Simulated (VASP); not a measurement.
# Mg2Sn (Fm-3m) in VASP: a series of runs

One crystal, Mg2Sn, is run at these levels: PBE+D3(BJ), PBEsol; tasks: relaxation of cell and atoms, single point.

Program: VASP 6.6.1. These are calculated values, not measurements. Logs are shortened: lines on timing, memory, paths and dates and some standing lists are left out, and cuts for length are marked.

### 1 The crystal as given

The structure is cubic, space group Fm-3m (No. 225). Conventional cell: a = 6.760 Å, b = 6.760 Å, c = 6.760 Å, α = 90.00°, β = 90.00°, γ = 90.00°. Mg (site symmetry -43m) has 4 Sn at 2.93 Å as nearest neighbours. Sn (site symmetry m-3m) has 8 Mg at 2.93 Å as nearest neighbours.

The cell is a database's computed one.

### 2 Relaxation of cell and atoms, PBE+D3(BJ)

Input file INCAR:

```
  ALGO = Normal
  EDIFF = 1E-7
  EDIFFG = -0.005
  ENCUT = 600
  GGA = PE
  IBRION = 2
  ISIF = 3
  ISMEAR = 0
  IVDW = 12
  LASPH = T
  LCHARG = F
  LREAL = F
  LWAVE = F
  NELM = 100
  NSW = 90
  PREC = Accurate
  SIGMA = 0.1
```

Input file KPOINTS:

```
k-points
0
Gamma
  12 12 12
```

Input file POSCAR:

```
Mg2Sn
1.0
    0.0000000000      3.3801536900      3.3801536900
    3.3801536900      0.0000000000      3.3801536900
    3.3801536900      3.3801536900      0.0000000000
Mg Sn
2 1
Direct
    0.2500000000      0.2500000000      0.2500000000
    0.7500000000      0.7500000000      0.7500000000
    0.0000000000      0.0000000000      0.0000000000
```

Potentials or basis: VASP PAW PBE potentials, release 64 (Mg, Sn_d).

Started as:

```sh
cat potpaw_PBE.64/Mg/POTCAR potpaw_PBE.64/Sn_d/POTCAR > POTCAR
mpirun -np 1 vasp_std > vasp.out
```

OUTCAR:

```text
EDIFF = 1E-7
   EDIFFG = -0.005
   ENCUT = 600
   GGA = PE
   IBRION = 2
   ISIF = 3
   ISMEAR = 0
   IVDW = 12
   LASPH = T
   LREAL = F
   NELM = 100
   NSW = 90
   PREC = Accurate
 IVDW          = 12

 ion  position               nearest neighbor table
   1  0.250  0.250  0.250-   3 2.93   3 2.93   3 2.93   3 2.93   2 3.38   2 3.38   2 3.38   2 3.38
                             2 3.38   2 3.38
   2  0.750  0.750  0.750-   3 2.93   3 2.93   3 2.93   3 2.93   1 3.38   1 3.38   1 3.38   1 3.38
                             1 3.38   1 3.38
   3  0.000  0.000  0.000-   2 2.93   2 2.93   2 2.93   1 2.93   2 2.93   1 2.93   1 2.93   1 2.93

  LATTYP: Found a face centered cubic cell.
 ALAT       =     6.7603073800

  Lattice vectors:

 A1 = (   0.0000000000,   3.3801536900,   3.3801536900)
 A2 = (   3.3801536900,   0.0000000000,   3.3801536900)
 A3 = (   3.3801536900,   3.3801536900,   0.0000000000)

Analysis of symmetry for initial positions (statically):
=====================================================================
 Subroutine PRICEL returns:
 Original cell was already a primitive cell.

 Routine SETGRP: Setting up the symmetry group for a
 face centered cubic supercell.

 Subroutine GETGRP returns: Found 48 space group operations
 (whereof 48 operations were pure point group operations)
 out of a pool of 48 trial point group operations.

The static configuration has the point symmetry O_h .

Analysis of symmetry for dynamics (positions and initial velocities):
=====================================================================
 Subroutine PRICEL returns:
 Original cell was already a primitive cell.

 Routine SETGRP: Setting up the symmetry group for a
 face centered cubic supercell.

 Subroutine GETGRP returns: Found 48 space group operations
 (whereof 48 operations were pure point group operations)
 out of a pool of 48 trial point group operations.

The dynamic configuration has the point symmetry O_h .

 Subroutine INISYM returns: Found 48 space group operations
 (whereof 48 operations are pure point group operations),
 and found     1 'primitive' translations

----------------------------------------------------------------------------------------

                                     Primitive cell

  volume of cell :      77.2395

  direct lattice vectors                    reciprocal lattice vectors
     0.000000000  3.380153690  3.380153690    -0.147922268  0.147922268  0.147922268
     3.380153690  0.000000000  3.380153690     0.147922268 -0.147922268  0.147922268
     3.380153690  3.380153690  0.000000000     0.147922268  0.147922268 -0.147922268

  length of vectors
     4.780259191  4.780259191  4.780259191     0.256208884  0.256208884  0.256208884

  position of ions in fractional coordinates (direct lattice)
     0.250000000  0.250000000  0.250000000
     0.750000000  0.750000000  0.750000000
[... 82 lines left out ...]
   NSW    =     90    number of steps for IOM
   IBRION =      2    ionic relax: 0-MD 1-quasi-New 2-CG
   NFREE  =      1    steps in history (QN), initial steepest desc. (CG)
   ISIF   =      3    stress and relaxation
   ISYM   =      2    0-nonsym 1-usesym 2-fastsym
   POTIM  = 0.5000    time-step for ionic-motion
   TEBEG  =    0.0;   TEEND  =   0.0 temperature during run
   PSTRESS=    0.0 pullay stress
   NELECT =      18.0000    total number of electrons
   NUPDOWN=      -1.0000    fix difference up-down
   EMIN   =  10.00;   EMAX   =-10.00  energy-range for DOS
   EFERMI =   0.00;   METHOD = LEGACY
   ISMEAR =     0;   SIGMA  =   0.10  broadening in eV -4-tet -1-fermi 0-gaus
   EFERMI_NEDOS =   21; number of points for ismear=-14 and -15
   IALGO  =     38    algorithm
   IMIX   =      4    mixing-type and parameters
     AMIX     =   0.40;   BMIX     =  1.00
     AMIX_MAG =   1.60;   BMIX_MAG =  1.00
  volume/ion in A,a.u.               =      25.75       173.75
  Fermi-wavevector in a.u.,A,eV,Ry     =   1.007440  1.903786 13.809036  1.014935
  Thomas-Fermi vector in A             =   2.140245
   LORBIT       =      0    0 simple, 1 ext, 2 COOP (PROOUT), +10 PAW based schemes
   GGA     = PE    functional components
   LHFCALC =     F    Hartree Fock is set to
   AEXX    =    0.0000 exact exchange contribution
   IVDW    =    12    specifies the selected vdW correction
   LEPSILON=     F    determine dielectric tensor
   LRPA    =     F    only Hartree local field effects (RPA)
 conjugate gradient relaxation of ions
 non-spin polarized calculation
 Gauss-broadening in eV      SIGMA  =   0.10
  energy-cutoff  :      600.00
  volume of cell :       77.24
 maximum number of plane-waves:      2637
 NGX is ok and might be reduce to    40
   NGX = 19   NGY = 19   NGZ = 19

--------------------------------------- Ionic step        1  -------------------------------------------

 number of electron      18.0000002 magnetization

 Free energy of the ion-electron system (eV)
  ---------------------------------------------------
  ext. energy  EPLUGINS =         0.00000000
  ---------------------------------------------------
  free energy    TOTEN  =        -7.43009975 eV

  energy without entropy =       -7.42857504  energy(sigma->0) =       -7.42933740

------------------------ aborting loop because EDIFF is reached ----------------------------------------

 Edisp (eV)   -0.88576

 E8    (eV) :    -0.4023
[... 73 lines left out ...]
--------------------------------------- Ionic step        3  -------------------------------------------

 number of electron      18.0000000 magnetization

 Free energy of the ion-electron system (eV)
  ---------------------------------------------------
  ext. energy  EPLUGINS =         0.00000000
  ---------------------------------------------------
  free energy    TOTEN  =        -7.41321606 eV

  energy without entropy =       -7.41179073  energy(sigma->0) =       -7.41250339

 E-fermi :   4.4296     XC(G=0):  -8.8481

 val. band max:        4.4207881737   @ k =   0.4167   0.4167   0.0000
 cond. band min:       4.4546284982   @ k =   0.0000   0.0000   0.0000
 fundamental gap:      0.0338403245
 Fermi energy:         4.4296350048

 k-point     1 :       0.0000    0.0000    0.0000
  band No.  band energies     occupation
      1     -16.5262      2.00000
      2     -16.5262      2.00000
      3     -16.5262      2.00000
      4     -16.4848      2.00000
      5     -16.4848      2.00000
      6      -4.7676      2.00000
      7       4.4546      0.72374
      8       4.4546      0.72374
      9       4.4546      0.72374
     10       6.0098      0.00000
     11       6.6343      0.00000
     12       6.6343      0.00000
     13       6.6343      0.00000
[... 354 lines left out ...]
  band No.  band energies     occupation
      1     -16.5248      2.00000
      2     -16.5229      2.00000
      3     -16.5218      2.00000
      4     -16.4846      2.00000
      5     -16.4839      2.00000
      6      -3.3292      2.00000
      7      -0.1946      2.00000
      8       2.1102      2.00000
      9       3.2923      2.00000
     10       5.6522      0.00000
     11       7.1516      0.00000
     12       7.4670      0.00000
     13       9.7465      0.00000

 [... further k-points ...]

------------------------ aborting loop because EDIFF is reached ----------------------------------------

 Edisp (eV)   -0.90873

 E8    (eV) :    -0.4129
[... 26 lines left out ...]
  FREE ENERGIE OF THE ION-ELECTRON SYSTEM (eV)
  ---------------------------------------------------
  free  energy   TOTEN  =        -8.3219438926 eV

  energy  without entropy=       -8.3205185696  energy(sigma->0) =       -8.32123123

 reached required accuracy - stopping structural energy minimisation
```

OSZICAR:

```text
N       E                     dE             d eps       ncg     rms          rms(c)
DAV:   1     0.926352714108E+02    0.92635E+02   -0.92491E+03  1872   0.159E+03
[... 24 lines left out ...]
DAV:   1    -0.741335231867E+01    0.73979E-03   -0.28287E-03  2332   0.899E-01    0.606E-02
DAV:   2    -0.741323726761E+01    0.11505E-03   -0.21430E-04  2262   0.248E-01    0.270E-02
DAV:   3    -0.741321566305E+01    0.21605E-04   -0.57930E-05  2347   0.123E-01    0.532E-03
DAV:   4    -0.741321554667E+01    0.11639E-06   -0.26562E-06  2104   0.160E-02    0.152E-03
DAV:   5    -0.741321572884E+01   -0.18218E-06   -0.14793E-07  1668   0.359E-03    0.593E-04
DAV:   6    -0.741321601562E+01   -0.28678E-06   -0.62860E-08  1056   0.404E-03    0.173E-04
DAV:   7    -0.741321605515E+01   -0.39532E-07   -0.73405E-09  1011   0.878E-04
   3 F= -.83219439E+01 E0= -.83212312E+01  d E =-.608091E-02
```

CONTCAR:

```text
Mg2Sn
   1.00000000000000
     0.0000000000000000    3.3534097019428737    3.3534097019428737
     3.3534097019428737    0.0000000000000000    3.3534097019428737
     3.3534097019428737    3.3534097019428737    0.0000000000000000
  Mg              Sn
     2     1
Direct
     0.2500000000000000    0.2500000000000000    0.2500000000000000
     0.7500000000000000    0.7500000000000000    0.7500000000000000
     0.0000000000000000    0.0000000000000000    0.0000000000000000

  0.00000000E+00  0.00000000E+00  0.00000000E+00
  0.00000000E+00  0.00000000E+00  0.00000000E+00
  0.00000000E+00  0.00000000E+00  0.00000000E+00
```

It took 2.3 min on 1 thread of AMD EPYC 9R14 (Zen 4), shared host; peak memory 0.29 GiB.

What came out:

* Free energy: -8.3219 eV
* Relaxed volume: 25.14 Å³/atom
* Relaxed cell: a = 4.742 Å, b = 4.742 Å, c = 4.742 Å, α = 60.00°, β = 60.00°, γ = 60.00°
* Space group after relaxing (to 0.05 Å): Fm-3m (No. 225)
* Energy gained by relaxing: 2.0 meV/atom
* Ionic steps: 3
* Pressure after relaxing: 0.0 GPa
* Band gap on the k mesh: none (metal or under the smearing width)
* Dispersion energy per atom: -0.303 eV

The path:
```
step  energy change (eV)  largest force (eV/Å)  pressure (GPa)  volume (Å³)
   1              0.0000                0.0000           -0.98        77.24
   2             -0.0061                0.0000           -0.05        75.49
   3             -0.0061                0.0000           -0.01        75.42
```

Final structure:
```
Mg Sn
1.0
     0.00000    3.35341    3.35341
     3.35341    0.00000    3.35341
     3.35341    3.35341    0.00000
Mg Sn
2 1
Direct
  0.25000 0.25000 0.25000
  0.75000 0.75000 0.75000
  0.00000 0.00000 0.00000
```

Caveat: pairwise dispersion overbinds metals, which lowers pressure and volume; this crystal is a semiconductor, whose small gap the functional closes, so the metal is an error of the method.

### 3 Relaxation of cell and atoms, PBEsol

INCAR, as its differences from that of step 2:

```diff
@@ -3,4 +3,4 @@
   EDIFFG = -0.005
-  ENCUT = 600
-  GGA = PE
+  ENCUT = 300
+  GGA = PS
   IBRION = 2
@@ -8,3 +8,2 @@
   ISMEAR = 0
-  IVDW = 12
   LASPH = T
```

KPOINTS is that of step 2.

POSCAR is that of step 2.

Potentials or basis: VASP PAW PBE potentials, release 64 (Mg, Sn_d).

Started as:

```sh
cat potpaw_PBE.64/Mg/POTCAR potpaw_PBE.64/Sn_d/POTCAR > POTCAR
mpirun -np 1 vasp_std > vasp.out
```

Wall time 41 s (1 thread of AMD EPYC 9R14 (Zen 4), shared host); peak memory 0.14 GiB.

Results (log left out):

| Property | Result |
| --- | --- |
| Free energy | -8.3350 eV |
| Relaxed volume | 25.43 Å³/atom |
| Relaxed cell | a = 4.761 Å, b = 4.761 Å, c = 4.761 Å, α = 60.00°, β = 60.00°, γ = 60.00° |
| Space group after relaxing (to 0.05 Å) | Fm-3m (No. 225) |
| Energy gained by relaxing | 0.5 meV/atom |
| Ionic steps | 2 |
| Pressure after relaxing | 0.0 GPa |
| Band gap on the k mesh | none (metal or under the smearing width) |

Step by step:
```
step  energy change (eV)  largest force (eV/Å)  pressure (GPa)  volume (Å³)
   1              0.0000                0.0000           -0.53        77.24
   2             -0.0015                0.0000            0.00        76.30
```

Final structure:
```
Mg Sn
1.0
     0.00000    3.36639    3.36639
     3.36639    0.00000    3.36639
     3.36639    3.36639    0.00000
Mg Sn
2 1
Cartesian
  1.6832 1.6832 1.6832
  5.0496 5.0496 5.0496
  6.7328 3.3664 3.3664
```

Levels at points of the mesh, in eV from the Fermi level:
| k point | band 6 | band 7 | band 8 | band 9 | band 10 | band 11 | band 12 | band 13 |
| --- | --- | --- | --- | --- | --- | --- | --- | --- |
| (0.00, 0.00, 0.00) | -9.15 | 0.02 | 0.02 | 0.02 | 1.45 | 2.21 | 2.21 | 2.21 |
| (0.50, 0.00, 0.00) | -7.88 | -4.83 | -0.81 | -0.81 | 0.74 | 2.25 | 2.25 | 3.94 |
| (0.50, 0.50, 0.00) | -7.36 | -4.60 | -2.10 | -2.10 | -0.08 | 0.12 | 7.28 | 7.28 |

Caveat: the PAW data sets were made with another functional, which shifts forces and pressure a little; this crystal is a semiconductor, whose small gap the functional closes, so the metal is an error of the method.

### 4 Relaxation of cell and atoms, PBEsol

INCAR, as its differences from that of step 3:

```diff
@@ -3,3 +3,3 @@
   EDIFFG = -0.005
-  ENCUT = 300
+  ENCUT = 600
   GGA = PS
```

Input file KPOINTS:

```
k-points
0
Gamma
  4 4 4
```

POSCAR is that of step 3.

Started as:

```sh
cat potpaw_PBE.64/Mg/POTCAR potpaw_PBE.64/Sn_d/POTCAR > POTCAR
mpirun -np 1 vasp_std > vasp.out
```

Run time: 27 s. Hardware: 1 thread of AMD EPYC 9R14 (Zen 4), shared host; peak memory 0.2 GiB.

The run converged. Its results:

- Free energy: -8.1500 eV
- Relaxed volume: 25.58 Å³/atom
- Relaxed cell: a = 4.770 Å, b = 4.770 Å, c = 4.770 Å, α = 60.00°, β = 60.00°, γ = 60.00°
- Space group after relaxing (to 0.05 Å): Fm-3m (No. 225)
- Energy gained by relaxing: 0.2 meV/atom
- Ionic steps: 3
- Pressure after relaxing: 0.0 GPa
- Band gap on the k mesh: none (metal or under the smearing width)

The path:
| step | energy change (eV) | largest force (eV/Å) | pressure (GPa) | volume (Å³) |
| --- | --- | --- | --- | --- |
| 1 | 0.0000 | 0.0000 | -0.24 | 77.24 |
| 2 | -0.0005 | 0.0000 | -0.06 | 76.81 |
| 3 | -0.0005 | 0.0000 | -0.02 | 76.75 |

Final structure:
```xyz
3
Lattice="0.0000 3.3730 3.3730 3.3730 0.0000 3.3730 3.3730 3.3730 0.0000" Properties=species:S:1:pos:R:3 pbc="T T T"
Mg    1.6865    1.6865    1.6865
Mg    5.0595    5.0595    5.0595
Sn    0.0000    0.0000    0.0000
```

Levels at points of the mesh, in eV from the Fermi level:
| k point | band 7 | band 8 | band 9 | band 10 | band 11 | band 12 |
| --- | --- | --- | --- | --- | --- | --- |
| (0.00, 0.00, 0.00) | 0.07 | 0.07 | 0.07 | 1.46 | 2.23 | 2.23 |
| (0.50, 0.00, 0.00) | -4.78 | -0.77 | -0.77 | 0.75 | 2.27 | 2.27 |
| (0.50, 0.50, 0.00) | -4.55 | -2.05 | -2.05 | -0.06 | 0.15 | 7.28 |

Caveat: the k mesh is coarse (spacing up to 0.40 Å⁻¹), so the values aren't converged; the PAW data sets were made with another functional, which shifts forces and pressure a little; this crystal is a semiconductor, whose small gap the functional closes, so the metal is an error of the method.

### 5 Single point, PBEsol

Input file INCAR:

```
PREC = Accurate ; ENCUT = 520
EDIFF = 1E-7 ; ISMEAR = 0
SIGMA = 0.1 ; LREAL = F
LASPH = T ; NELM = 100
ALGO = Normal ; ISIF = 2
LWAVE = F ; LCHARG = F
GGA = PS
```

Input file KPOINTS:

```
Automatic mesh
0
Gamma
  12 12 12
```

POSCAR is that of step 4.

Started as:

```sh
cat potpaw_PBE.64/Mg/POTCAR potpaw_PBE.64/Sn_d/POTCAR > POTCAR
mpirun -np 1 vasp_std > vasp.out
```

Run time: 49 s. Hardware: 1 thread of AMD EPYC 9R14 (Zen 4), shared host; peak memory 0.22 GiB.

Results (log left out):

- Free energy: -8.3338 eV
- Pressure: -0.4 GPa
- Band gap on the k mesh: none (metal or under the smearing width)

Levels at points of the mesh, in eV from the Fermi level:
```tsv
k point	band 6	band 7	band 8	band 9	band 10	band 11	band 12	band 13
(0.00, 0.00, 0.00)	-9.09	0.03	0.03	0.03	1.39	2.19	2.19	2.19
(0.50, 0.00, 0.00)	-7.83	-4.79	-0.80	-0.80	0.70	2.25	2.25	3.93
(0.50, 0.50, 0.00)	-7.33	-4.56	-2.07	-2.07	-0.10	0.14	7.22	7.22
```

Caveat: the PAW data sets were made with another functional, which shifts forces and pressure a little; this crystal is a semiconductor, whose small gap the functional closes, so the metal is an error of the method.

### 6 Summary

| task | level | cell | k mesh | cutoff (eV) | mesh quality | gap on the mesh (eV) | pressure (GPa) | relaxed volume (Å³/atom) |
| --- | --- | --- | --- | --- | --- | --- | --- | --- |
| relaxation of cell and atoms | PBE+D3(BJ) | relaxed | 12 × 12 × 12 | 600 | not flagged | none | 0.0 | 25.14 |
| relaxation of cell and atoms | PBEsol | relaxed | 12 × 12 × 12 | 300 | not flagged | none | 0.0 | 25.43 |
| relaxation of cell and atoms | PBEsol | relaxed | 4 × 4 × 4 | 600 | coarse | none | 0.0 | 25.58 |
| single point | PBEsol | as given | 12 × 12 × 12 | 520 | not flagged | none | -0.4 | - |

Alike in all rows: potentials or basis VASP PAW PBE potentials, release 64 (Mg, Sn_d); no spin polarisation; smearing gaussian 0.1 eV.

Caveats: some runs use coarse meshes; this crystal is a semiconductor, whose small gap the functional closes, so the metal is an error of the method; the PAW data sets were made with another functional, which shifts forces and pressure a little (some runs); pairwise dispersion overbinds metals, which lowers pressure and volume (some runs).

Absolute energies hang on the potentials; compare differences alone.
